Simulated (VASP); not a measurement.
# GW on AlP, part 4 of 5

Aim: the quasiparticle gap of AlP, and what it costs to get it. The cell is of the zinc-blende type, one of the forms listed for this formula. The start is a cell from a database of measured crystal structures.

VASP 6.6.1, plane waves and PAW; the level of theory is named at each step.

So far, quasiparticle gap on the mesh (eV): step 3 (G0W0, functional PBE, start PBE, G0W0 on PBE) 2.28; step 7 (G0W0, functional HSE with 0.08 exact exchange, start HSE with 0.08 exact …) 2.39; step 10 (G0W0, functional HSE with 0.16 exact exchange, start HSE with 0.16 exact …) 2.50; step 13 (G0W0, functional HSE with 0.25 exact exchange, start HSE with 0.25 exact …) 2.61.

The database entry behind the starting cell differs from later determinations by our own check (0.1 to 0.3 % short, probably kX units), so it need not match the best structure at ambient conditions.

### 16. G0W0, functional HSE with 0.33 exact exchange, start HSE with 0.33 exact exchange

This step: G0W0 on HSE with 0.33 exact exchange; plane waves and PAW (P_GW, Al_GW) (VASP 6.6.1).

One pass of GW corrects the levels to first order, with G and W from the starting orbitals.

Contents of INCAR:

```
SYSTEM = AlP
PREC = Accurate
ENCUT = 300
ISMEAR = 0
SIGMA = 0.01
LREAL = .FALSE.
LHFCALC = .TRUE.
AEXX = 0.33
GGA = PE
LASPH = .TRUE.
NBANDS = 128
PRECFOCK = Fast
HFSCREEN = 0.2
ALGO = EVGW0
NELMGW = 1
ENCUTGW = 120
NOMEGA = 64
NBANDSGW = 16
LWAVE = .FALSE.
LCHARG = .FALSE.
```

Contents of POSCAR:

```
AlP
1.0
    0.0000000000      2.7255000000      2.7255000000
    2.7255000000      0.0000000000      2.7255000000
    2.7255000000      2.7255000000      0.0000000000
P Al
1 1
Direct
    0.7500000000      0.7500000000      0.7500000000
    0.0000000000      0.0000000000      0.0000000000
```

Contents of KPOINTS:

```
Automatic mesh
0
Gamma
6 6 6
0 0 0
```

PAW data sets: P_GW and Al_GW (PBE family, release 64).

The run starts from files that an earlier step left in the folder.

Launch:

```
$ mpirun -np 8 vasp_std
```

Log:

```text
[banner, memory and clock lines left out]
running    8 mpi-ranks, on    1 nodes
[...]
[... a notice as in an earlier step ...]

 [... a notice as in an earlier step ...]

 LDA part: xc-table for (Slater+PW92), standard interpolation
 found WAVECAR, reading the header
 POSCAR, INCAR and KPOINTS ok, starting setup
[...]
reading WAVECAR
 the WAVECAR file was read successfully
 initial charge from wavefunction
 available memory per node:     31.06 GB, setting MAXMEM to     31807

 The Fermi energy was updated, please check that it is located mid-gap
 values below the HOMO (VB) or above the LUMO (CB) will cause erroneous energies
 E-fermi :   4.5087

 calculate exact exchange contribution
 the WAVEDER file was read successfully
energies w=
    0.000    0.000    0.491    0.000    0.981    0.000    1.469    0.000
    1.953    0.000    2.434    0.000    2.909    0.000    3.380    0.000
    3.844    0.000    4.302    0.000    4.753    0.000    5.199    0.000
[...]
total number of BLAS operations        891.33 Gflops
NQ=  12   -0.3333    0.3333    0.0000,
|.........|.........|.........|.........|.........|.........|.........|.........
 performed       8169000 updates of chi_q(r,r)
 total number of BLAS operations        984.15 Gflops
NQ=  13    0.5000    0.5000    0.0000,
|.........|.........|.........|.........|.........|.........|.........|.........
 performed       8571000 updates of chi_q(r,r)
 total number of BLAS operations       1027.50 Gflops
NQ=  14    0.5000    0.3333    0.1667,
|.........|.........|.........|.........|.........|.........|.........|.........
 performed       9604000 updates of chi_q(r,r)
 total number of BLAS operations       1150.55 Gflops
NQ=  15   -0.3333    0.3333    0.1667,
|.........|.........|.........|.........|.........|.........|.........|.........
 performed      10571000 updates of chi_q(r,r)
 total number of BLAS operations       1258.38 Gflops
NQ=  16   -0.3333    0.5000    0.1667,
|.........|.........|.........|.........|.........|.........|.........|.........
 performed      11354000 updates of chi_q(r,r)
 total number of BLAS operations       1337.01 Gflops
 resolving degeneracies of screened two electron integrals

 calculate QP shifts <psi_nk| G(iteration)W_0 |psi_nk>: iteration 1
 entering main loop
```

It took 4.4 min on 8 MPI ranks of AMD EPYC 7R13 (Zen 3), shared host; peak memory 2.3 GiB; 34 min of CPU time.

From OUTCAR (step 16):

```text
 QP shifts <psi_nk| G(iteration)W_0 |psi_nk>: iteration 1
 for sc-GW calculations column KS-energies equals QP-energies in previous step
 and V_xc(KS)=  KS-energies - (<T + V_ion + V_H > + <T+V_H+V_ion>^1  + <V_x>^1)
 k-point   1 :       0.0000    0.0000    0.0000
  band No.  KS-energies  QP-energies   sigma(KS)   V_xc(KS)     V^pw_x(r,r')   Z            occupation Imag(sigma)
      1      -9.9392      -9.0672     -12.1651     -13.4015     -18.4256       0.7052       2.0000       1.1822
      2       3.2519       3.0457     -12.8791     -12.6189     -14.0956       0.7924       2.0000       0.0364
      3       3.2519       3.0457     -12.8791     -12.6189     -14.0956       0.7924       2.0000       0.0364
      4       3.2519       3.0457     -12.8791     -12.6189     -14.0956       0.7924       2.0000       0.0364
      5       7.8510       7.8647      -9.4042      -9.4213      -5.4141       0.8008       0.0000      -0.0574
      6       9.0986       9.1326      -8.9369      -8.9798      -4.8517       0.7941       0.0000      -0.0627
      7       9.0986       9.1326      -8.9369      -8.9798      -4.8517       0.7941       0.0000      -0.0627
      8       9.0986       9.1326      -8.9369      -8.9798      -4.8517       0.7941       0.0000      -0.0627
    ...

[... 2 parts as in an earlier step ...]

[... 1 further part left out ...]
[key lines of the parts left out:]
E-fermi :   4.5087
```

GW takes the gap from 2.514 to 2.719 eV. That is +435 meV against G0W0 on PBE. The value holds for 128 bands, ENCUTGW = 120 eV and this mesh, and isn't shown to be converged in them.

### 17. Another starting point, functional HSE with 0.42 exact exchange

This step: HSE with 0.42 exact exchange; plane waves and PAW (P_GW, Al_GW) (VASP 6.6.1).

To see how much the result owes to its start, the ground state is made again with HSE with 0.42 exact exchange. A small SIGMA keeps every occupation at zero or full.

Contents of INCAR:

```
SYSTEM = AlP
PREC = Accurate
ENCUT = 300
EDIFF = 1E-08
NELM = 100
ISMEAR = 0
SIGMA = 0.01
LREAL = .FALSE.
ALGO = Normal
LHFCALC = .TRUE.
AEXX = 0.42
GGA = PE
LASPH = .TRUE.
NBANDS = 10
PRECFOCK = Fast
LORBIT = 11
LWAVE = .TRUE.
LCHARG = .FALSE.
KPAR = 8
HFSCREEN = 0.2
```

POSCAR is that of step 16.

KPOINTS is that of step 16.

Launch:

```
$ mpirun -np 8 vasp_std
```

Log:

```text
[... set-up lines as in an earlier step ...]
 entering main loop
       N       E                     dE             d eps       ncg     rms          rms(c)
DAV:   1    -0.131219001916E+02   -0.13122E+02   -0.62656E-01   332   0.515E+00    0.265E-01
DAV:   2    -0.131294450310E+02   -0.75448E-02   -0.19580E-02   442   0.846E-01    0.214E-01
DAV:   3    -0.131284991259E+02    0.94591E-03   -0.96936E-04   408   0.205E-01    0.135E-01
DAV:   4    -0.131280727834E+02    0.42634E-03   -0.22780E-04   440   0.849E-02    0.815E-02
[...]
DAV:  11    -0.131278561117E+02    0.28490E-06   -0.10491E-07   428   0.203E-03    0.187E-03
DAV:  12    -0.131278560777E+02    0.34051E-07   -0.37872E-08   374   0.121E-03    0.109E-03
DAV:  13    -0.131278560714E+02    0.63185E-08   -0.12690E-08   306   0.721E-04
   1 F= -.13127856E+02 E0= -.13127856E+02  d E =-.805636E-19
 writing wavefunctions
```

Elapsed: 1.9 min, on 8 MPI ranks; peak memory 1.6 GiB.

Parts of OUTCAR (step 17):

```text
 POSITION                                       TOTAL-FORCE (eV/Angst)
 -----------------------------------------------------------------------------------
      4.08825      4.08825      4.08825         0.000000      0.000000      0.000000
      0.00000      0.00000      0.00000        -0.000000     -0.000000     -0.000000
 -----------------------------------------------------------------------------------
    total drift:                                0.000000      0.000002      0.000001

  FREE ENERGIE OF THE ION-ELECTRON SYSTEM (eV)
  ---------------------------------------------------
  free  energy   TOTEN  =       -13.1278560714 eV

  energy  without entropy=      -13.1278560714  energy(sigma->0) =      -13.12785607

[... 2 parts as in an earlier step ...]

[... 1 further part left out ...]
[key lines of the parts left out:]
E-fermi :   3.1189
```

### 18. Empty bands, functional HSE with 0.42 exact exchange

The next step needs empty bands that the ground-state run didn't converge, so the Hamiltonian is diagonalised exactly for NBANDS bands, in a single step. LOPTICS writes the k-derivatives of the orbitals (WAVEDER), which give the long-wavelength limit of the screening.

Contents of INCAR:

```
SYSTEM = AlP
PREC = Accurate
ENCUT = 300
ISMEAR = 0
SIGMA = 0.01
LREAL = .FALSE.
LHFCALC = .TRUE.
AEXX = 0.42
GGA = PE
LASPH = .TRUE.
NBANDS = 128
PRECFOCK = Fast
HFSCREEN = 0.2
ALGO = Exact
NELM = 1
LWAVE = .TRUE.
LCHARG = .FALSE.
LOPTICS = .TRUE.
NEDOS = 1000
CSHIFT = 0.1
```

POSCAR is that of step 17.

KPOINTS is that of step 17.

The WAVECAR or CHGCAR of an earlier step is read.

Launch:

```
$ mpirun -np 8 vasp_std
```

Log:

```text
[... set-up lines as in an earlier step ...]
 entering main loop
       N       E                     dE             d eps       ncg     rms          rms(c)
DIA:   1    -0.131278561847E+02   -0.13128E+02    0.00000E+00     0   0.000E+00
   1 F= -.13127856E+02 E0= -.13127856E+02  d E =-.111047E-17
 writing wavefunctions
 optical routines
 imaginary and real dielectric function
 recalculating local potential from charge density
 direction            1
 direction            2
 direction            3
```

The job ended after 12 min (8 MPI ranks; peak memory 1.7 GiB; 1.6 h of CPU time).

OUTCAR, selected parts (step 18):

```text
 POSITION                                       TOTAL-FORCE (eV/Angst)
 -----------------------------------------------------------------------------------
      4.08825      4.08825      4.08825        -0.000000      0.000000     -0.000000
      0.00000      0.00000      0.00000         0.000000     -0.000000      0.000000
 -----------------------------------------------------------------------------------
    total drift:                                0.000001      0.000001      0.000001

  FREE ENERGIE OF THE ION-ELECTRON SYSTEM (eV)
  ---------------------------------------------------
  free  energy   TOTEN  =       -13.1278561847 eV

  energy  without entropy=      -13.1278561847  energy(sigma->0) =      -13.12785618

[... 2 parts as in an earlier step ...]

[... 1 further part left out ...]
[key lines of the parts left out:]
E-fermi :   3.1167
```

### 19. G0W0, functional HSE with 0.42 exact exchange, start HSE with 0.42 exact exchange

This step: G0W0 on HSE with 0.42 exact exchange; plane waves and PAW (P_GW, Al_GW) (VASP 6.6.1).

G0W0 keeps orbitals and screening fixed and shifts each of the lowest NBANDSGW levels once.

Contents of INCAR:

```
SYSTEM = AlP
PREC = Accurate
ENCUT = 300
ISMEAR = 0
SIGMA = 0.01
LREAL = .FALSE.
LHFCALC = .TRUE.
AEXX = 0.42
GGA = PE
LASPH = .TRUE.
NBANDS = 128
PRECFOCK = Fast
HFSCREEN = 0.2
ALGO = EVGW0
NELMGW = 1
ENCUTGW = 120
NOMEGA = 64
NBANDSGW = 16
LWAVE = .FALSE.
LCHARG = .FALSE.
```

POSCAR is that of step 18.

KPOINTS is that of step 18.

The WAVECAR or CHGCAR of an earlier step is read.

Launch:

```
$ mpirun -np 8 vasp_std
```

Log:

```text
[banner, memory and clock lines left out]
running    8 mpi-ranks, on    1 nodes
[...]
[... a notice as in an earlier step ...]

 [... a notice as in an earlier step ...]

 LDA part: xc-table for (Slater+PW92), standard interpolation
 found WAVECAR, reading the header
 POSCAR, INCAR and KPOINTS ok, starting setup
[...]
reading WAVECAR
 the WAVECAR file was read successfully
 initial charge from wavefunction
 available memory per node:     30.73 GB, setting MAXMEM to     31463

 The Fermi energy was updated, please check that it is located mid-gap
 values below the HOMO (VB) or above the LUMO (CB) will cause erroneous energies
 E-fermi :   4.4540

 calculate exact exchange contribution
 the WAVEDER file was read successfully
energies w=
    0.000    0.000    0.508    0.000    1.015    0.000    1.519    0.000
    2.020    0.000    2.517    0.000    3.009    0.000    3.496    0.000
    3.976    0.000    4.449    0.000    4.916    0.000    5.377    0.000
[...]
total number of BLAS operations        891.33 Gflops
NQ=  12   -0.3333    0.3333    0.0000,
|.........|.........|.........|.........|.........|.........|.........|.........
 performed       8169000 updates of chi_q(r,r)
 total number of BLAS operations        984.15 Gflops
NQ=  13    0.5000    0.5000    0.0000,
|.........|.........|.........|.........|.........|.........|.........|.........
 performed       8571000 updates of chi_q(r,r)
 total number of BLAS operations       1027.50 Gflops
NQ=  14    0.5000    0.3333    0.1667,
|.........|.........|.........|.........|.........|.........|.........|.........
 performed       9604000 updates of chi_q(r,r)
 total number of BLAS operations       1150.55 Gflops
NQ=  15   -0.3333    0.3333    0.1667,
|.........|.........|.........|.........|.........|.........|.........|.........
 performed      10571000 updates of chi_q(r,r)
 total number of BLAS operations       1258.38 Gflops
NQ=  16   -0.3333    0.5000    0.1667,
|.........|.........|.........|.........|.........|.........|.........|.........
 performed      11354000 updates of chi_q(r,r)
 total number of BLAS operations       1337.01 Gflops
 resolving degeneracies of screened two electron integrals

 calculate QP shifts <psi_nk| G(iteration)W_0 |psi_nk>: iteration 1
 entering main loop
```

The job ended after 3.5 min (8 MPI ranks; peak memory 2.3 GiB).

Parts of OUTCAR (step 19):

```text
 QP shifts <psi_nk| G(iteration)W_0 |psi_nk>: iteration 1
 for sc-GW calculations column KS-energies equals QP-energies in previous step
 and V_xc(KS)=  KS-energies - (<T + V_ion + V_H > + <T+V_H+V_ion>^1  + <V_x>^1)
 k-point   1 :       0.0000    0.0000    0.0000
  band No.  KS-energies  QP-energies   sigma(KS)   V_xc(KS)     V^pw_x(r,r')   Z            occupation Imag(sigma)
      1     -10.5689      -9.2855     -12.2432     -14.0332     -18.4225       0.7170       2.0000       1.1769
      2       3.0603       2.9831     -12.9056     -12.8091     -14.1252       0.8003       2.0000       0.0356
      3       3.0603       2.9831     -12.9056     -12.8091     -14.1252       0.8003       2.0000       0.0356
      4       3.0603       2.9831     -12.9056     -12.8091     -14.1252       0.8003       2.0000       0.0356
      5       8.0224       7.9452      -9.3126      -9.2169      -5.3525       0.8061       0.0000      -0.0567
      6       9.2699       9.2140      -8.8628      -8.7932      -4.8315       0.8026       0.0000      -0.0614
      7       9.2699       9.2140      -8.8628      -8.7932      -4.8315       0.8026       0.0000      -0.0614
      8       9.2699       9.2140      -8.8628      -8.7932      -4.8315       0.8026       0.0000      -0.0614
    ...

[... 2 parts as in an earlier step ...]

[... 1 further part left out ...]
[key lines of the parts left out:]
E-fermi :   4.4540
```

GW takes the gap from 2.787 to 2.837 eV. That is +553 meV against G0W0 on PBE. The value holds for 128 bands, ENCUTGW = 120 eV and this mesh, and isn't shown to be converged in them.

### 20. Another starting point, functional HSE with 0.50 exact exchange

This step: HSE with 0.50 exact exchange; plane waves and PAW (P_GW, Al_GW) (VASP 6.6.1).

To see how much the result owes to its start, the ground state is made again with HSE with 0.50 exact exchange. A small SIGMA keeps every occupation at zero or full.

Contents of INCAR:

```
SYSTEM = AlP
PREC = Accurate
ENCUT = 300
EDIFF = 1E-08
NELM = 100
ISMEAR = 0
SIGMA = 0.01
LREAL = .FALSE.
ALGO = Normal
LHFCALC = .TRUE.
AEXX = 0.5
GGA = PE
LASPH = .TRUE.
NBANDS = 10
PRECFOCK = Fast
LORBIT = 11
LWAVE = .TRUE.
LCHARG = .FALSE.
KPAR = 8
HFSCREEN = 0.2
```

POSCAR is that of step 19.

KPOINTS is that of step 19.

Launch:

```
$ mpirun -np 8 vasp_std
```

Log:

```text
[... set-up lines as in an earlier step ...]
 entering main loop
       N       E                     dE             d eps       ncg     rms          rms(c)
DAV:   1    -0.136601680099E+02   -0.13660E+02   -0.86450E-01   332   0.613E+00    0.307E-01
DAV:   2    -0.136724224420E+02   -0.12254E-01   -0.31061E-02   442   0.104E+00    0.255E-01
DAV:   3    -0.136710784900E+02    0.13440E-02   -0.16335E-03   396   0.264E-01    0.162E-01
DAV:   4    -0.136704047013E+02    0.67379E-03   -0.36453E-04   438   0.109E-01    0.982E-02
[...]
DAV:  14    -0.136700655897E+02    0.68724E-07   -0.64465E-09   222   0.524E-04    0.419E-04
DAV:  15    -0.136700655548E+02    0.34897E-07   -0.32558E-09   192   0.399E-04    0.251E-04
DAV:  16    -0.136700655579E+02   -0.30857E-08   -0.11861E-09   194   0.278E-04
   1 F= -.13670066E+02 E0= -.13670066E+02  d E =-.359871E-37
 writing wavefunctions
```

Wall time 1.8 min (8 MPI ranks); peak memory 1.6 GiB.

From OUTCAR (step 20):

```text
 POSITION                                       TOTAL-FORCE (eV/Angst)
 -----------------------------------------------------------------------------------
      4.08825      4.08825      4.08825        -0.000000     -0.000000     -0.000000
      0.00000      0.00000      0.00000         0.000000      0.000000      0.000000
 -----------------------------------------------------------------------------------
    total drift:                                0.000001      0.000003      0.000002

  FREE ENERGIE OF THE ION-ELECTRON SYSTEM (eV)
  ---------------------------------------------------
  free  energy   TOTEN  =       -13.6700655579 eV

  energy  without entropy=      -13.6700655579  energy(sigma->0) =      -13.67006556

[... 2 parts as in an earlier step ...]

[... 1 further part left out ...]
[key lines of the parts left out:]
E-fermi :   2.9736
```

### 21. Empty bands, functional HSE with 0.50 exact exchange

ALGO = Exact makes the empty bands from the converged ground state in one step. LOPTICS writes the k-derivatives of the orbitals (WAVEDER), which give the long-wavelength limit of the screening.

Contents of INCAR:

```
SYSTEM = AlP
PREC = Accurate
ENCUT = 300
ISMEAR = 0
SIGMA = 0.01
LREAL = .FALSE.
LHFCALC = .TRUE.
AEXX = 0.5
GGA = PE
LASPH = .TRUE.
NBANDS = 128
PRECFOCK = Fast
HFSCREEN = 0.2
ALGO = Exact
NELM = 1
LWAVE = .TRUE.
LCHARG = .FALSE.
LOPTICS = .TRUE.
NEDOS = 1000
CSHIFT = 0.1
```

POSCAR is that of step 20.

KPOINTS is that of step 20.

The run starts from files that an earlier step left in the folder.

Launch:

```
$ mpirun -np 8 vasp_std
```

Log:

```text
[... set-up lines as in an earlier step ...]
 entering main loop
       N       E                     dE             d eps       ncg     rms          rms(c)
DIA:   1    -0.136700655825E+02   -0.13670E+02    0.00000E+00     0   0.000E+00
   1 F= -.13670066E+02 E0= -.13670066E+02  d E =-.126834E-26
 writing wavefunctions
 optical routines
 imaginary and real dielectric function
 recalculating local potential from charge density
 direction            1
 direction            2
 direction            3
```

Run time: 15 min. Hardware: 8 MPI ranks; peak memory 1.7 GiB; 1.9 h of CPU time.

From OUTCAR (step 21):

```text
 POSITION                                       TOTAL-FORCE (eV/Angst)
 -----------------------------------------------------------------------------------
      4.08825      4.08825      4.08825        -0.000000      0.000000      0.000000
      0.00000      0.00000      0.00000         0.000000     -0.000000     -0.000000
 -----------------------------------------------------------------------------------
    total drift:                                0.000001      0.000003      0.000002

  FREE ENERGIE OF THE ION-ELECTRON SYSTEM (eV)
  ---------------------------------------------------
  free  energy   TOTEN  =       -13.6700655825 eV

  energy  without entropy=      -13.6700655825  energy(sigma->0) =      -13.67006558

[... 2 parts as in an earlier step ...]

[... 1 further part left out ...]
[key lines of the parts left out:]
E-fermi :   2.9585
```

(Continued in part 5 of 5.)

[Lines on the potential files, build, host, timing and source positions are cut from VASP's logs without a mark.]

[Logs are printed without paths, hosts, clocks, repeated set-up lines and the standing remarks that a program may print on its own settings, such as how far it seeks lower states.]

[Hosts, paths, dates, database ids (printed as entryN), source tags and the programs' standing remarks are cut or masked in the printed files.]

[Pressures printed for these runs are not shown converged in the cutoff: they can be off by several GPa and have the wrong sign.]

[In band tables of VASP the shares of atoms and orbitals are scaled to a sum of 1 inside the atoms' spheres.]
